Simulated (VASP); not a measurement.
# AlN (P6_3/mmc) in VASP: single point with PBEsol

Aim: the single point of AlN with PBEsol.

All numbers are computed with VASP 6.6.1; they aren't measurements. Logs are shortened: lines on timing, memory, paths and dates and some standing lists are left out, and cuts for length are marked.

## Step 1: Starting point

The structure is hexagonal, space group P6_3/mmc (No. 194). Conventional cell: a = 3.301 Å, b = 3.301 Å, c = 4.140 Å, α = 90.00°, β = 90.00°, γ = 120.00°. Around Al (site symmetry -6m2) lie 5 N at 1.91 to 2.07 Å. Around N (site symmetry -6m2) lie 5 Al at 1.91 to 2.07 Å.

Measurements of this composition are mostly on another form, of space group No. 186.

## Step 2: Single point, PBEsol

The input, INCAR:

```
ALGO = Normal
EDIFF = 1E-6
ENCUT = 520
GGA = PS
ISIF = 2
ISMEAR = 0
LASPH = True
LCHARG = True
LELF = True
LREAL = False
LVHAR = True
LWAVE = False
NBANDS = 16
NELM = 100
PREC = Accurate
SIGMA = 0.02
```

The input, KPOINTS:

```
k-points
0
Gamma
  9 9 6
```

The input, POSCAR:

```
AlN
1.0
    3.3014697576      0.0000000000      0.0000000000
   -1.6507348788      2.8591566799      0.0000000000
    0.0000000000      0.0000000000      4.1398709542
Al N
2 2
Direct
    0.3333333333      0.6666666667      0.7500000000
    0.6666666667      0.3333333333      0.2500000000
    0.3333333333      0.6666666667      0.2500000000
    0.6666666667      0.3333333333      0.7500000000
```

Potentials or basis: VASP PAW PBE potentials, release 64 (Al, N).

The run is started by

```
$ cat potpaw_PBE.64/Al/POTCAR potpaw_PBE.64/N/POTCAR > POTCAR
$ mpirun -np 1 vasp_std > vasp.out
```

OUTCAR:

```text
EDIFF = 1E-6
   ENCUT = 520
   GGA = PS
   ISIF = 2
   ISMEAR = 0
   LASPH = True
   LREAL = False
   NELM = 100
   PREC = Accurate

 ion  position               nearest neighbor table
   1  0.333  0.667  0.750-   4 1.91   4 1.91   4 1.91   3 2.07   3 2.07   2 2.81   2 2.81   2 2.81
                             2 2.81   2 2.81   2 2.81
   2  0.667  0.333  0.250-   3 1.91   3 1.91   3 1.91   4 2.07   4 2.07   1 2.81   1 2.81   1 2.81
                             1 2.81   1 2.81   1 2.81
   3  0.333  0.667  0.250-   2 1.91   2 1.91   2 1.91   1 2.07   1 2.07
   4  0.667  0.333  0.750-   1 1.91   1 1.91   1 1.91   2 2.07   2 2.07

  LATTYP: Found a hexagonal cell.
 ALAT       =     3.3014697576
 C/A-ratio  =     1.2539478651

  Lattice vectors:

 A1 = (   3.3014697576,   0.0000000000,   0.0000000000)
 A2 = (  -1.6507348788,   2.8591566799,   0.0000000000)
 A3 = (   0.0000000000,   0.0000000000,   4.1398709542)

Analysis of symmetry for initial positions (statically):
=====================================================================
 Subroutine PRICEL returns:
 Original cell was already a primitive cell.

 Routine SETGRP: Setting up the symmetry group for a
 hexagonal supercell.

 Subroutine GETGRP returns: Found 24 space group operations
 (whereof 12 operations were pure point group operations)
 out of a pool of 24 trial point group operations.

The static configuration has the point symmetry D_3d.
 The point group associated with its full space group is D_6h.

Analysis of symmetry for dynamics (positions and initial velocities):
=====================================================================
 Subroutine PRICEL returns:
 Original cell was already a primitive cell.

 Routine SETGRP: Setting up the symmetry group for a
 hexagonal supercell.

 Subroutine GETGRP returns: Found 24 space group operations
 (whereof 12 operations were pure point group operations)
 out of a pool of 24 trial point group operations.

The dynamic configuration has the point symmetry D_3d.
 The point group associated with its full space group is D_6h.

 Subroutine INISYM returns: Found 24 space group operations
 (whereof 12 operations are pure point group operations),
 and found     1 'primitive' translations

----------------------------------------------------------------------------------------

                                     Primitive cell

  volume of cell :      39.0780
[... 96 lines left out ...]
   NSW    =      0    number of steps for IOM
   IBRION =     -1    ionic relax: 0-MD 1-quasi-New 2-CG
   NFREE  =      0    steps in history (QN), initial steepest desc. (CG)
   ISIF   =      2    stress and relaxation
   ISYM   =      2    0-nonsym 1-usesym 2-fastsym
   POTIM  = 0.5000    time-step for ionic-motion
   TEBEG  =    0.0;   TEEND  =   0.0 temperature during run
   PSTRESS=    0.0 pullay stress
   NELECT =      16.0000    total number of electrons
   NUPDOWN=      -1.0000    fix difference up-down
   EMIN   =  10.00;   EMAX   =-10.00  energy-range for DOS
   EFERMI =   0.00;   METHOD = LEGACY
   ISMEAR =     0;   SIGMA  =   0.02  broadening in eV -4-tet -1-fermi 0-gaus
   EFERMI_NEDOS =   21; number of points for ismear=-14 and -15
   IALGO  =     38    algorithm
   IMIX   =      4    mixing-type and parameters
     AMIX     =   0.40;   BMIX     =  1.00
     AMIX_MAG =   1.60;   BMIX_MAG =  1.00
  volume/ion in A,a.u.               =       9.77        65.93
  Fermi-wavevector in a.u.,A,eV,Ry     =   1.215638  2.297222 20.106347  1.477775
  Thomas-Fermi vector in A             =   2.351018
   LORBIT       =      0    0 simple, 1 ext, 2 COOP (PROOUT), +10 PAW based schemes
   GGA     = PS    functional components
   LHFCALC =     F    Hartree Fock is set to
   AEXX    =    0.0000 exact exchange contribution
   IVDW    =     0    specifies the selected vdW correction
   LEPSILON=     F    determine dielectric tensor
   LRPA    =     F    only Hartree local field effects (RPA)
 non-spin polarized calculation
 Gauss-broadening in eV      SIGMA  =   0.02
  energy-cutoff  :      520.00
  volume of cell :       39.08
 maximum number of plane-waves:      1074
 NGX is ok and might be reduce to    28
   NGX = 13   NGY = 13   NGZ = 15

 number of electron      16.0000001 magnetization

 Free energy of the ion-electron system (eV)
  ---------------------------------------------------
  ext. energy  EPLUGINS =         0.00000000
  ---------------------------------------------------
  free energy    TOTEN  =       -30.94583646 eV

  energy without entropy =      -30.94583646  energy(sigma->0) =      -30.94583646

 E-fermi :   8.1364     XC(G=0): -11.4313

 val. band max:        8.0284446383   @ k =   0.0000   0.0000   0.0000
 cond. band min:      11.3690542728   @ k =   0.0000   0.0000   0.0000
 fundamental gap:      3.3406096346
 Fermi energy:         8.1364439190

 k-point     1 :       0.0000    0.0000    0.0000
  band No.  band energies     occupation
      1      -8.8504      2.00000
      2      -5.0437      2.00000
      3       1.0441      2.00000
      4       4.6988      2.00000
      5       4.6988      2.00000
      6       6.4262      2.00000
[... 433 lines left out ...]
      3       1.3699      2.00000
      4       2.4175      2.00000
      5       2.4175      2.00000
      6       5.0200      2.00000
[... 8 lines left out ...]
     15      19.2682      0.00000
     16      21.2223      0.00000

 [... further k-points ...]

------------------------ aborting loop because EDIFF is reached ----------------------------------------

  FORCE on cell =-STRESS in cart. coord.  units (eV):
  Direction    XX          YY          ZZ          XY          YZ          ZX
  --------------------------------------------------------------------------------------
  -------------------------------------------------------------------------------------
  Total        0.0023932      0.0023932      0.0026967      0.0000000      0.0000000     -0.0000000
  in kB        0.0981185      0.0981185      0.1105632      0.0000000      0.0000000     -0.0000000
  external PRESSURE =       0.1022667 kB  Pullay stress =       0.0000000 kB

 VOLUME and BASIS-vectors are now :
 -----------------------------------------------------------------------------
  energy-cutoff  :      520.00
  volume of cell :       39.08
      direct lattice vectors                 reciprocal lattice vectors
     3.301469758  0.000000000  0.000000000     0.302895399  0.174876740  0.000000000
    -1.650734879  2.859156680  0.000000000     0.000000000  0.349753480  0.000000000
     0.000000000  0.000000000  4.139870954     0.000000000  0.000000000  0.241553423

 POSITION                                       TOTAL-FORCE (eV/Angst)
 -----------------------------------------------------------------------------------
     -0.00000      1.90610      3.10490        -0.000000     -0.000000      0.000000
      1.65073      0.95305      1.03497         0.000000      0.000000      0.000000
     -0.00000      1.90610      1.03497        -0.000000     -0.000000      0.000000
      1.65073      0.95305      3.10490         0.000000      0.000000      0.000000
 -----------------------------------------------------------------------------------
    total drift:                               -0.000000     -0.000000     -0.000000

  FREE ENERGIE OF THE ION-ELECTRON SYSTEM (eV)
  ---------------------------------------------------
  free  energy   TOTEN  =       -30.9458364611 eV

  energy  without entropy=      -30.9458364611  energy(sigma->0) =      -30.94583646
```

OSZICAR:

```text
N       E                     dE             d eps       ncg     rms          rms(c)
DAV:   1     0.401327927355E+02    0.40133E+02   -0.73852E+03  1536   0.901E+02
DAV:   2    -0.318902618673E+02   -0.72023E+02   -0.65311E+02  2224   0.187E+02
DAV:   3    -0.351845007849E+02   -0.32942E+01   -0.32842E+01  1856   0.412E+01
DAV:   4    -0.352039915436E+02   -0.19491E-01   -0.19489E-01  1840   0.358E+00
DAV:   5    -0.352042511109E+02   -0.25957E-03   -0.25957E-03  1928   0.415E-01    0.114E+01
DAV:   6    -0.310235059309E+02    0.41807E+01   -0.81423E+00  1952   0.214E+01    0.397E+00
DAV:   7    -0.309878185975E+02    0.35687E-01   -0.65661E-01  1776   0.563E+00    0.282E+00
DAV:   8    -0.309531094702E+02    0.34709E-01   -0.97300E-02  1656   0.252E+00    0.829E-01
DAV:   9    -0.309455584912E+02    0.75510E-02   -0.18022E-02  1968   0.105E+00    0.266E-01
DAV:  10    -0.309459308376E+02   -0.37235E-03   -0.20075E-03  1752   0.304E-01    0.174E-01
DAV:  11    -0.309458387708E+02    0.92067E-04   -0.12870E-04  1816   0.865E-02    0.414E-02
DAV:  12    -0.309458369168E+02    0.18541E-05   -0.69242E-06  1752   0.209E-02    0.736E-03
DAV:  13    -0.309458364611E+02    0.45566E-06   -0.23873E-06  1832   0.115E-02
   1 F= -.30945836E+02 E0= -.30945836E+02  d E =-.503455E-17
```

It took 38 s on 1 thread of AMD EPYC 7R43 (Zen 3), shared host; peak memory 0.13 GiB.

What came out:

* Free energy: -30.9458 eV
* Pressure: 0.0 GPa
* Band gap on the k mesh: 3.34 eV, direct

Caveat: the PAW data sets were made with another functional, which shifts forces and pressure a little. As with any semilocal functional, this PBEsol gap is likely too small.
